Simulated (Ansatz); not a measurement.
Debugging a phonon calculation by linear response of CdTe, space group Cmcm (the Python package of Ansatz (0.2.0)).

`cdte_dfpt.py`:
```python
# -*- coding: utf-8 -*-
"""Zone-centre and zone-boundary phonons of CdTe by linear response."""

from dataclasses import dataclass
from pathlib import Path
import warnings

import ansatz as az
import numpy as np


@dataclass
class RunConfig:
    filling: str = "fixed"
    xc: str = "lda"
    kmesh: tuple[int, ...] = (4, 4, 4)


cfg = RunConfig()

warnings.simplefilter("ignore", az.DeckWarning)

lattice = az.Lattice.of(
    (3.065291, -3.094609, 0.0),
    (3.065291, 3.094609, 0.0),
    (0.0, 0.0, 6.090652),
)
sites = [
    ("Cd", (0.27703, 0.72297, 0.75)),
    ("Cd", (0.72297, 0.27703, 0.25)),
    ("Te", (0.766137, 0.233863, 0.75)),
    ("Te", (0.233863, 0.766137, 0.25)),
]
xtal = az.Crystal(lattice=lattice)
for symbol, position in sites:
    xtal = xtal.atom(symbol, position)

setup = (
    xtal.calculation()
    .occupations(cfg.filling)
    .functional(cfg.xc)
    .basis(18 * az.Ha)
    .kpoints(*cfg.kmesh)
    .phonons("dfpt", points=[(0, 0, 0), (0.5, 0.5, 0), (0.5, 0, 0)])
)
res = setup.run(threads=1, runs_dir="runs")
ph = res.phonons

for q in ph.qpoints:
    print("q =", np.round(q.q_frac, 3), "1/cm:", " ".join(f"{w:.1f}" for w in q.omega_inv_cm))
```

Output of `python cdte_dfpt.py`:
```text
RunWarning: iter 1: σ=0 fill of 36 bands saw a band overlap (occupied 9.5277 eV > unoccupied 8.0813 eV) — on an unconverged iterate often a transient of an unconverged empty band; one that stands at the close is told there (band_overlap_at_count); if the run fails to converge, the spectrum is likely genuinely metallic at σ=0 — use a smearing of finite width or the tetrahedron method (which not every kind of run takes: see the entry of scf.occupations.method in the input reference), with at least one empty band (raise scf.n_extra_bands, or leave it out; where the count is already the smallest k-point's plane-wave count, raise basis.ecutwfc first)
RunWarning: the bands overlap at the fill by count (36 filled at each k-point of a channel): the highest filled level, 9.522210 eV at k-index 8, stands 1.4671 eV over the lowest empty one, 8.055158 eV at k-index 18, so that a fill of the lowest levels lies lower and no gap is reported. A metal, or a carrier in a host's bands, wants a smearing of finite width or the tetrahedron method (`scf.occupations.method`). A defect's level that its images broaden is meant whole, and this fill is then the right one; a shifted mesh or single k-points narrow the overlap
RunWarning: the bands of the NSCF response pass on 21 k-points overlap at the fill by count (36 filled at each k-point of a channel): the highest filled level, 9.522210 eV at k-index 8, stands 1.4671 eV over the lowest empty one, 8.055158 eV at k-index 18, so that a fill of the lowest levels lies lower and no gap is reported. A metal, or a carrier in a host's bands, wants a smearing of finite width or the tetrahedron method (`scf.occupations.method`). A defect's level that its images broaden is meant whole, and this fill is then the right one; a shifted mesh or single k-points narrow the overlap
Traceback (most recent call last):
  File "cdte_dfpt.py", line 46, in <module>
    res = setup.run(threads=1, runs_dir="runs")
  ...
ansatz.StepError: the response at this wavevector couples the highest filled band at k = (0, 0, 0) (solve channel 0), 9.089324 eV, to an empty band under it a wavevector away, 8.055158 eV, and its solver takes only pairs whose filled levels lie under their empty ones. Fill the bands by a smearing (scf.occupations.method), at a wavevector that carries the k mesh onto itself
The harmonic force constants that this run solved are whole in runs/<run>/results/second_order_force_constants.tsv
The last result that the run could keep is in <dir> where next_state_free_energy_ev on a file's second line is a number, the run has left its state, where lower_state_in_no_save there is true it has gone on to a lower one that no save has, where lower_state_not_kept there is true it has shown a lower one that it does not keep, where withdrawn there is true it has taken that telling back, where relaxation_convergence_pending there is true the relaxation had not been seen to end on it, where checkpoint_pending there is true a resume need not go on from it, and where ended_on there is non_converged, with further_exchange_loops ahead (goes_on_to, as later_telling there has it, where it stands), the run gives no result, that one neither; one whose goes_on_to is unconverged_end is of a structure not shown to be relaxed.
```
(Warnings from the package without file and line, repeats left out; library frames cut from the traceback.)

Why does it end like this?

The fault: fixed occupations, though the bands overlap at this level of theory. The correction:

Script `cdte_dfpt.py`:
```python
# -*- coding: utf-8 -*-
"""Zone-centre and zone-boundary phonons of CdTe by linear response."""

from dataclasses import dataclass
from pathlib import Path
import warnings

import ansatz as az
import numpy as np


@dataclass
class RunConfig:
    filling: str = "fermi_dirac"
    width_ev: float = 0.05
    xc: str = "lda"
    kmesh: tuple[int, ...] = (4, 4, 4)


cfg = RunConfig()

warnings.simplefilter("ignore", az.DeckWarning)

lattice = az.Lattice.of(
    (3.065291, -3.094609, 0.0),
    (3.065291, 3.094609, 0.0),
    (0.0, 0.0, 6.090652),
)
sites = [
    ("Cd", (0.27703, 0.72297, 0.75)),
    ("Cd", (0.72297, 0.27703, 0.25)),
    ("Te", (0.766137, 0.233863, 0.75)),
    ("Te", (0.233863, 0.766137, 0.25)),
]
xtal = az.Crystal(lattice=lattice)
for symbol, position in sites:
    xtal = xtal.atom(symbol, position)

setup = (
    xtal.calculation()
    .occupations(cfg.filling, width=cfg.width_ev)
    .functional(cfg.xc)
    .basis(18 * az.Ha)
    .kpoints(*cfg.kmesh)
    .phonons("dfpt", points=[(0, 0, 0), (0.5, 0.5, 0), (0.5, 0, 0)])
)
res = setup.run(threads=1, runs_dir="runs")
ph = res.phonons

for q in ph.qpoints:
    print("q =", np.round(q.q_frac, 3), "1/cm:", " ".join(f"{w:.1f}" for w in q.omega_inv_cm))
```

After the fix:

Output of `python cdte_dfpt.py`:
```text
q = [0. 0. 0.] 1/cm: -0.0 -0.0 0.0 27.5 29.8 33.5 44.3 46.2 49.1 63.5 68.4 102.0
q = [0.5 0.5 0. ] 1/cm: 27.8 29.8 30.0 30.5 38.7 42.8 64.6 68.5 72.3 72.6 93.4 94.4
q = [0.5 0.  0. ] 1/cm: -43.0 -38.6 34.3 39.7 63.1 65.9 78.4 80.7 82.1 84.6 91.1 99.2
```

What to keep in mind:
- The cell isn't relaxed first, so the values belong to this volume.
- The mesh is modest for a metal, so energies can be off by several to tens of meV an atom and pressures by half a GPa or more; differences at equal mesh fare better.
- A negative frequency stands for an imaginary mode.
- No non-analytic term is added, so at the zone centre the longitudinal optical modes of a polar crystal aren't split off.
- The structure comes from a database of computed cells and needn't be a stable or known phase.
- The structure is taken as given; imaginary modes can come from an unrelaxed or unstable start.
- It ran for 3.8 min on 1 thread of Intel(R) Xeon(R) Processor @ 2.30GHz, with other jobs on the host, peak memory 0.99 GiB.
